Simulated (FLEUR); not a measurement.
# CdTe (F-43m) in FLEUR: a series of runs, part 2 of 2

FLEUR MaX-R8.1 (later development tree). Earlier steps stand in the parts before.

### Step 5. Equation of state, PBE, 32.92 Å³/atom

Changes to inp.xml since step 4:

```diff
@@ -24,3 +24,3 @@
       <xi:include xmlns:xi="http://www.w3.org/2001/XInclude" href="sym.xml"> </xi:include>
-      <bulkLattice scale="0.9864848297">
+      <bulkLattice scale="1.0000000000">
          <bravaisMatrix>
```

The run is started by

```console
$ inpgen -f crystal.txt -profile precise
$ # inp.xml edited to the form shown
$ fleur_MPI
```

Wall time 5.8 min (1 thread of Arm Neoverse V1, shared host); peak memory 0.2 GiB.

It converged, with:

| Property | Result |
| --- | --- |
| Free energy | -337227.8780 eV |
| Band gap on the k mesh | 0.87 eV, direct |
| Valence electrons inside the program's atomic spheres | Te 18.83; Cd 18.43 (radii Te 2.23, Cd 2.48 bohr) |

Caveat: spin-orbit coupling is left out, which moves the levels of the heavy elements.

### Step 6. Equation of state, PBE, 34.24 Å³/atom (volume scaled by 1.04)

Changes to inp.xml since step 5:

```diff
@@ -24,3 +24,3 @@
       <xi:include xmlns:xi="http://www.w3.org/2001/XInclude" href="sym.xml"> </xi:include>
-      <bulkLattice scale="1.0000000000">
+      <bulkLattice scale="1.0131594038">
          <bravaisMatrix>
```

Potentials or basis: all-electron, FLAPW.

The run is started by

```console
$ inpgen -f crystal.txt -profile precise
$ # inp.xml edited to the form shown
$ fleur_MPI
```

Run time: 6.2 min. Hardware: 1 thread of Arm Neoverse V1, shared host; peak memory 0.2 GiB.

Results (log left out):

* Free energy: -337227.9315 eV
* Band gap on the k mesh: 0.75 eV, direct
* Valence electrons inside the program's atomic spheres: Te 18.81; Cd 18.39 (radii Te 2.23, Cd 2.48 bohr)

Caveat: spin-orbit coupling is left out, which moves the levels of the heavy elements.

### Step 7. Equation of state, PBE, 34.90 Å³/atom (volume scaled by 1.06)

Changes to inp.xml since step 6:

```diff
@@ -24,3 +24,3 @@
       <xi:include xmlns:xi="http://www.w3.org/2001/XInclude" href="sym.xml"> </xi:include>
-      <bulkLattice scale="1.0131594038">
+      <bulkLattice scale="1.0196128224">
          <bravaisMatrix>
```

The run is started by

```console
$ inpgen -f crystal.txt -profile precise
$ # inp.xml edited to the form shown
$ fleur_MPI
```

It took 6.5 min on 1 thread of Arm Neoverse V1, shared host; peak memory 0.2 GiB.

It converged, with:

| Quantity | Value |
| --- | --- |
| Free energy | -337227.9470 eV |
| Band gap on the k mesh | 0.69 eV, direct |
| Valence electrons inside the program's atomic spheres | Te 18.81; Cd 18.38 (radii Te 2.23, Cd 2.48 bohr) |

Caveat: spin-orbit coupling is left out, which moves the levels of the heavy elements.

### Step 8. Equation of state, PBE

No new run: the results of the series are fitted here.

Results:

* Equilibrium volume: 36.26 Å³/atom (rough: see the caveat)
* Bulk modulus: 35 GPa (rough)

Energy against volume, from the lowest point:
| volume (Å³/atom) | energy (meV/atom) |
| --- | --- |
| 30.947 | 109.63 |
| 31.605 | 79.22 |
| 32.922 | 34.50 |
| 34.239 | 7.75 |
| 34.897 | 0.00 |

Caveat: the minimum lies outside the volumes run. Spin-orbit coupling is left out, which matters for the levels of Te.

### Step 9. Band structure, PBE

Changes to inp.xml since step 7:

```diff
@@ -6,3 +6,3 @@
    <calculationSetup>
-      <cutoffs Kmax="5.0" Gmax="25.0" GmaxXC="25.0" numbands="0"/>
+      <cutoffs Kmax="4.26" Gmax="13.2" GmaxXC="13.2" numbands="0"/>
       <scfLoop itmax="60" minDistance="0.00001" maxIterBroyd="15" imix="Anderson" alpha="0.05" precondParam="0.0" spinf="2.0" sdNocoIR="T"/>
@@ -24,3 +24,3 @@
       <xi:include xmlns:xi="http://www.w3.org/2001/XInclude" href="sym.xml"> </xi:include>
-      <bulkLattice scale="1.0196128224">
+      <bulkLattice scale="1.0">
          <bravaisMatrix>
@@ -34,4 +34,4 @@
       <species name="Tellurium (Te)" element="Te" atomicNumber="52">
-         <mtSphere radius="2.23" gridPoints="761" logIncrement="0.017"/>
-         <atomicCutoffs lmax="12" lnonsphr="8"/>
+         <mtSphere radius="2.3" gridPoints="761" logIncrement="0.017"/>
+         <atomicCutoffs lmax="9" lnonsphr="7"/>
          <electronConfig flipSpins="F">
@@ -51,4 +51,4 @@
       <species name="Cadmium (Cd)" element="Cd" atomicNumber="48">
-         <mtSphere radius="2.48" gridPoints="847" logIncrement="0.015"/>
-         <atomicCutoffs lmax="13" lnonsphr="8"/>
+         <mtSphere radius="2.56" gridPoints="847" logIncrement="0.015"/>
+         <atomicCutoffs lmax="10" lnonsphr="8"/>
          <electronConfig flipSpins="F">
```

Input file crystal.txt:

```
CdTe
&input cartesian=F /
0.0000000000  3.2050000000  3.2050000000
3.2050000000  0.0000000000  3.2050000000
3.2050000000  3.2050000000  0.0000000000
1.8897261246
1.0 1.0 1.0

2
52 0.7500000000  0.7500000000  0.7500000000
48 0.0000000000  0.0000000000  0.0000000000

&kpt div1=7 div2=7 div3=7 gamma=T /
```

Changes to inp.xml (bands) since step 2:

```diff
@@ -6,3 +6,3 @@
    <calculationSetup>
-      <cutoffs Kmax="5.0" Gmax="25.0" GmaxXC="25.0" numbands="0"/>
+      <cutoffs Kmax="4.26" Gmax="13.2" GmaxXC="13.2" numbands="0"/>
       <scfLoop itmax="60" minDistance="0.00001" maxIterBroyd="15" imix="Anderson" alpha="0.05" precondParam="0.0" spinf="2.0" sdNocoIR="T"/>
@@ -35,3 +35,3 @@
          <mtSphere radius="2.3" gridPoints="761" logIncrement="0.017"/>
-         <atomicCutoffs lmax="12" lnonsphr="8"/>
+         <atomicCutoffs lmax="9" lnonsphr="7"/>
          <electronConfig flipSpins="F">
@@ -52,3 +52,3 @@
          <mtSphere radius="2.56" gridPoints="847" logIncrement="0.015"/>
-         <atomicCutoffs lmax="13" lnonsphr="8"/>
+         <atomicCutoffs lmax="10" lnonsphr="8"/>
          <electronConfig flipSpins="F">
```

Potentials or basis: all-electron, FLAPW.

The run is started by

```console
$ inpgen -f crystal.txt -profile fastHighL
$ # inp.xml edited to the form shown
$ fleur_MPI
$ fleur_MPI   # second run, on inp.xml (bands)
```

The program printed:

```text
Welcome to FLEUR        (www.flapw.de)
      MaX-Release 8.1          (www.max-centre.eu)

 ========== k-point set info ==========
 Selected k-point list: default-1
 k-point list type: mesh
 7 x 7 x 7
 Number of k points: 20

 ------------Calculation Setup---------------------------
 Number of MPI-tasks      :            1
 Number of PE/node        :            1
 Number of OMP-threads    :            1
 Most efficient MPI parallelization for:
           1           2           4           5          10          20
 Additional eigenvalue parallelization possible
 Number of basis functions:          676
 Approximate size of matrices (H+S) per k-point:         0.014 GB
 --------------------------------------------------------
 Iteration:     1   Distance:       5.64228672 me/bohr^3
 Iteration:     2   Distance:       5.20689380 me/bohr^3
 Iteration:     3   Distance:       3.13513055 me/bohr^3
 Iteration:     4   Distance:       0.98376140 me/bohr^3
 Iteration:     5   Distance:       0.70133198 me/bohr^3
 Iteration:     6   Distance:       0.15684896 me/bohr^3
 Iteration:     7   Distance:       0.11263738 me/bohr^3
 Iteration:     8   Distance:       0.03897299 me/bohr^3
 Iteration:     9   Distance:       0.01036817 me/bohr^3
 Iteration:    10   Distance:       0.00455974 me/bohr^3
 Iteration:    11   Distance:       0.00044266 me/bohr^3
 Iteration:    12   Distance:       0.00040589 me/bohr^3
 Iteration:    13   Distance:       0.00004563 me/bohr^3
 Iteration:    14   Distance:       0.00003686 me/bohr^3
 Iteration:    15   Distance:       0.00000931 me/bohr^3

 ********************************************************************
 Run finished successfully
 Stop message:
   all done
 ********************************************************************
```

output (bands):

```text
Welcome to FLEUR        (www.flapw.de)
      MaX-Release 8.1          (www.max-centre.eu)

 ========== k-point set info ==========
 Selected k-point list: path-1
 k-point list type: path
 Number of k points: 60

 ------------Calculation Setup---------------------------
 Number of MPI-tasks      :            1
 Number of PE/node        :            1
 Number of OMP-threads    :            1
 Most efficient MPI parallelization for:
           1           2           3           4           5           6          10          12          15          20          30          60
 Additional eigenvalue parallelization possible
 Number of basis functions:          688
 Approximate size of matrices (H+S) per k-point:         0.014 GB
 --------------------------------------------------------
 Fermi energy correction for insulators:
 No automatic correction of the Fermi energy has been performed.

 Note: Band structure data (together with different weights) is also stored in the banddos.hdf file.
       A convenient way of extracting and plotting the data from that file is by making use of the

 ********************************************************************
 Run finished successfully
 Stop message:
   Charge density postprocessing done.
 ********************************************************************
```

out.xml (last iteration):

```text
<iteration numberForCurrentRun="   15" overallNumber="   15">
         <energyParameters units="Htr">
            <atomicEP atomType="1" spin="1" branch="5s" branchLowest="-5.66" branchHighest="0.73" value="-0.2864037862"/>
            <atomicEP atomType="1" spin="1" branch="5p" branchLowest="-3.82" branchHighest="1.51" value="-0.0412034449"/>
            <atomicEP atomType="1" spin="1" branch="5d" branchLowest="-1.12" branchHighest="2.87" value="0.1653641988"/>
            <atomicEP atomType="1" spin="1" branch="4f" branchLowest="-9.99" branchHighest="1.68" value="0.3183132376"/>
[... 134 lines left out ...]
            </atomTypeDependentContributions>
            <tkbTimesEntropy value="0.0000000000"/>
            <freeEnergy value="-12392.8954990479"/>
            <extrapolationTo0K value="-12392.8954990479"/>
         </totalEnergy>
         <densityConvergence units="me/bohr^3">
            <chargeDensity spin="1" distance="0.0000093062"/>
         </densityConvergence>
      </iteration>
```

It took 2 min on 1 thread of Arm Neoverse V1, shared host; peak memory 0.08 GiB.

What came out:

- Free energy: -337227.8661 eV
- Band gap on the k mesh: 0.87 eV, direct
- Band gap along the path: 0.87 eV, direct
- Valence electrons inside the program's atomic spheres: Te 19.08; Cd 18.61 (radii Te 2.3, Cd 2.56 bohr)

Levels at the corners of the path, in eV from the valence-band top:
```tsv
point	band 17	band 18	band 19	band 20	band 21	band 22	band 23	band 24	band 25	band 26
Γ	-8.11	-8.11	0.00	0.00	0.00	0.87	4.60	4.60	4.60	7.50
X	-8.08	-7.58	-4.46	-1.98	-1.98	2.54	2.67	9.00	9.31	9.31
W	-8.11	-7.49	-4.34	-2.45	-2.33	4.37	4.68	5.61	6.30	9.85
K	-8.10	-7.53	-4.36	-2.70	-1.64	2.88	4.57	7.42	7.55	7.95
Γ	-8.11	-8.11	0.00	0.00	0.00	0.87	4.60	4.60	4.60	7.50
L	-8.10	-7.73	-4.61	-0.82	-0.82	1.86	5.20	5.20	7.08	8.76
U	-8.10	-7.53	-4.36	-2.70	-1.64	2.88	4.57	7.42	7.55	7.95
W	-8.11	-7.49	-4.34	-2.45	-2.33	4.37	4.68	5.61	6.30	9.85
L	-8.10	-7.73	-4.61	-0.82	-0.82	1.86	5.20	5.20	7.08	8.76
K	-8.10	-7.53	-4.36	-2.70	-1.64	2.88	4.57	7.42	7.55	7.95
U	-8.10	-7.53	-4.36	-2.70	-1.64	2.88	4.57	7.42	7.55	7.95
X	-8.08	-7.58	-4.46	-1.98	-1.98	2.54	2.67	9.00	9.31	9.31
```

Core levels (eV from the Fermi level):
```csv
atom,levels
1 Te,"1s1/2 -31602.1, 2s1/2 -4840.1, 2p1/2 -4534.4, 2p3/2 -4259.9, 3s1/2 -958.9, 3p1/2 -833.2, 3p3/2 -782.1, 4s1/2 -158.7, 3d3/2 -560.4, 3d5/2 -549.7"
2 Cd,"1s1/2 -26506.3, 2s1/2 -3931.0, 2p1/2 -3659.2, 2p3/2 -3466.8, 3s1/2 -729.7, 3p1/2 -620.8, 3p3/2 -586.5, 3d3/2 -393.8, 3d5/2 -386.8"
```

Caveat: spin-orbit coupling is left out, which moves the levels of the heavy elements.

### Step 10. The runs side by side

```tsv
task	inpgen profile	gmax	muffin-tin radii	lmax	max iterations	kmax	gap on the mesh (eV)
band structure	precise	25 1/bohr	Te 2.3, Cd 2.56 bohr	Te 12, Cd 13	60	5 1/bohr	0.87
equation of state	precise	25 1/bohr	Te 2.23, Cd 2.48 bohr	Te 12, Cd 13	-	5 1/bohr	-
band structure	-	13.2 1/bohr	Te 2.3, Cd 2.56 bohr	Te 9, Cd 10	60	4.26 1/bohr	0.87
```

Alike in all rows: level PBE; potentials or basis all-electron, FLAPW; no spin polarisation; cell as given; k mesh 7 × 7 × 7; smearing fermi-dirac 0.05 eV.

Caveats: spin-orbit coupling is left out, which moves the levels of the heavy elements (some runs); the minimum lies outside the volumes run (some runs).

Compare energies only between runs with the same functional and basis.

### Step 11. Against experiment

Step 2. Measured gap of CdTe: 1.607 eV (0 K; a printed reference work, data compilation). This calculation gives 0.87 eV (-0.74 eV). Spin-orbit coupling on Cd, Te is left out. The value is that of PBE, without temperature or zero-point motion. Semilocal functionals fall short of measured gaps as a rule.

Step 9. Against the measured gap of CdTe, 1.607 eV (0 K; a printed reference work, data compilation), the calculated 0.87 eV is off by -0.74 eV. Spin-orbit coupling on Cd, Te is left out. The value is that of PBE, without temperature or zero-point motion. Semilocal functionals fall short of measured gaps as a rule.
